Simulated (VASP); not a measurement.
**H6C2O: single point with PBE+D3(BJ)**

The system is H6C2O.

```xyz
36
Lattice="7.5291 0.0000 0.0000 0.0000 7.5291 0.0000 0.0000 0.0000 7.5291" Properties=species:S:1:pos:R:3 pbc="T T T"
C     5.8180    6.6672    5.9283
C     6.8401    7.6933    5.4942
C     7.5043    2.4120    2.0033
C     6.3574    2.2476    1.0319
C     2.0973    4.7208    0.2689
C     2.8537    4.1411    1.4427
C     4.1957    3.1107    4.6252
C     5.0228    3.7788    5.7002
O     8.0155    7.4699    6.2716
O     5.2448    1.7531    1.7758
O     4.2040    4.5892    1.3346
O     6.3924    3.6313    5.3284
H     8.6784    8.1255    5.9990
H     7.0524    7.5855    4.4210
H     6.4495    8.7082    5.6550
H     4.8882    6.7863    5.3656
H     6.2046    5.6602    5.7599
H     5.6025    6.7815    6.9925
H     4.5024    1.6443    1.1590
H     6.1183    3.2120    0.5617
H     6.6368    1.5481    0.2312
H     8.3929    2.7906    1.4910
H     7.2276    3.1134    2.7929
H     7.7455    1.4515    2.4628
H     4.6980    4.2211    2.0856
H     2.4025    4.4773    2.3870
H     2.8011    3.0433    1.4220
H     1.0488    4.4120    0.2946
H     2.1438    5.8112    0.2961
H     2.5419    4.3789   -0.6678
H     6.9318    4.0581    6.0142
H     4.7501    4.8405    5.7826
H     4.8274    3.3092    6.6747
H     3.1294    3.1898    4.8534
H     4.3850    3.5840    3.6598
H     4.4622    2.0546    4.5509
```

The cell was built by a generator and needn't be a form met in nature.

```
Program                : VASP 6.6.1
Task                   : single point
Functional             : PBE
Dispersion             : D3(BJ)
Potentials or basis    : VASP PAW PBE potentials, release 64 (C, O, H)
Cutoff                 : 520 eV
k mesh                 : 1 × 1 × 1
Occupations            : fermi-dirac, width 0.02 eV
Spin                   : no spin polarisation
Dipole correction      : no
Further INCAR settings : LREAL = Auto; ALGO = Normal; EDIFF = 1e-07; NBANDS = 64
```

```yaml
Pressure: 1.5 GPa
Largest_force: 0.897 eV/Å
Band_gap_on_the_k_mesh: 4.61 eV, direct
Dispersion_energy_per_atom: -0.036 eV
```

Forces on the atoms (eV/Å):
```
C    0.445  0.682 -0.046
C   -0.519 -0.174 -0.092
C   -0.099 -0.011 -0.108
C    0.602 -0.091 -0.013
C    0.026  0.031  0.059
C   -0.030  0.288 -0.223
C    0.053 -0.096  0.322
C   -0.774 -0.400 -0.211
O    0.435  0.062  0.187
O   -0.341 -0.057  0.056
O    0.087  0.195 -0.037
O    0.316 -0.028  0.015
H    0.047  0.005  0.011
H    0.056  0.008 -0.168
H    0.024  0.247 -0.052
H   -0.091  0.033 -0.112
H    0.267  0.372 -0.155
H   -0.123 -0.034  0.270
H   -0.080 -0.077 -0.006
H   -0.071  0.125  0.054
H    0.020 -0.087 -0.018
H   -0.078 -0.125  0.030
H    0.022  0.131  0.225
H    0.083 -0.173  0.103
H    0.111 -0.104  0.033
H   -0.065 -0.004  0.159
H    0.085 -0.282  0.070
H   -0.125  0.082 -0.029
H   -0.090  0.168 -0.062
H    0.031 -0.016 -0.210
H    0.189 -0.029  0.078
H   -0.207 -0.511  0.088
H   -0.026  0.010  0.079
H   -0.148  0.050 -0.024
H   -0.027 -0.026 -0.079
H   -0.006 -0.163 -0.196
```

Stress tensor (GPa, compression positive):
```
 1.67  0.37  0.14
 0.37  1.57 -0.02
 0.14 -0.02  1.13
```

Levels at points of the mesh, in eV from the valence-band top:
```csv
k point,band 37,band 38,band 39,band 40,band 41,band 42,band 43,band 44
"(0.00, 0.00, 0.00)",-0.33,-0.13,-0.07,0.00,4.61,5.92,6.12,6.53
```

Run time: 69 s on 1 thread of Intel(R) Xeon(R) Platinum 8488C (Sapphire Rapids) (shared host), peak memory 0.38 GiB.

A hybrid or GW would open this gap; PBE tends to underestimate it.
